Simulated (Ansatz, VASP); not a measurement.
**Ru: VASP beside Ansatz**

```
Ru
1.0
     2.68817    0.00000    0.00000
    -1.34408    2.32802    0.00000
     0.00000    0.00000    4.25439
Ru
2
Direct
  0.34122 0.68381 0.25557
  0.67455 0.35047 0.75557
```

Alike in both runs: functional PBEsol; k mesh 9 × 9 × 5; occupations fermi-dirac, width 0.05 eV; no spin polarisation.

Ansatz relaxed the structure, and its values are those at the end. VASP's run is a single point on that final structure, the one shown.

```csv
,VASP,Ansatz
version,VASP 6.6.1,Ansatz 0.2.0
potentials or method,"VASP PAW PBE potentials, release 64 (Ru_pv)","PAW with Ansatz's default frozen-core files, scalar-relativistic"
plane-wave cutoff (eV),520,420
valence electrons in the cell,28,32
```

```tsv
	VASP	Ansatz	Ansatz less VASP
pressure (GPa)	0.0	0.0	+0.04
```

With one functional, cell and mesh, what is left measures potentials, basis and numerics. The two sets of potentials don't hold the same shells in valence. Ansatz warned: «gradients_without_spin_orbit».

Caveats: the PAW data sets were made with another functional, which shifts forces and pressure a little (VASP).
